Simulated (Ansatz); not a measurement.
Crystal: TiB2.

```xyz
3
Lattice="3.0292 0.0000 0.0000 -1.5146 2.6234 0.0000 0.0000 0.0000 3.2284" Properties=species:S:1:pos:R:3 pbc="T T T"
Ti    0.0000    0.0000    0.0000
B     1.5146    0.8745    1.6142
B     0.0000    1.7489    1.6142
```

* Program: Ansatz 0.2.0
* Task: relaxation of cell and atoms
* Functional: PBEsol
* Dispersion: D3(BJ)
* Potentials or basis: Ansatz PAW
* Cutoff: 420 eV (not typed: the program's choice for these potentials)
* k mesh: 10 × 10 × 8
* Occupations: fermi-dirac, width 0.05 eV
* Spin: no spin polarisation

At the start: volume 8.55 Å³/atom.

Task: How do energy, volume and symmetry change on relaxing?

Result: It ends after 7 steps and the volume is 8.15 Å³/atom (-4.8 %); space group P6/mmm (No. 191, to 0.05 Å).

The path:
```csv
step,energy change (eV),largest force (eV/Å),volume (Å³)
1,0.0000,0.0000,25.66
2,-0.0477,0.0000,24.67
3,-0.0505,0.0000,24.41
4,-0.0506,0.0000,24.44
5,-0.0492,0.0000,24.44
6,-0.0492,0.0000,24.44
7,-0.0492,0.0000,24.44
```

Final structure:
```
CELL_PARAMETERS angstrom
2.99212 0.00000 0.00000
-1.49606 2.59126 0.00000
0.00000 0.00000 3.15173
ATOMIC_POSITIONS crystal
Ti 0.00000 0.00000 0.00000
B 0.66667 0.33333 0.50000
B 0.33333 0.66667 0.50000
```

Caveat: the plane-wave basis is chosen anew once the cell has moved, so the energies of steps on either side of that aren't comparable; pairwise dispersion overbinds metals, which lowers pressure and volume; the PAW data sets come from PBE, with cores solved anew for the run's functional, which leaves a small shift of forces and pressure.
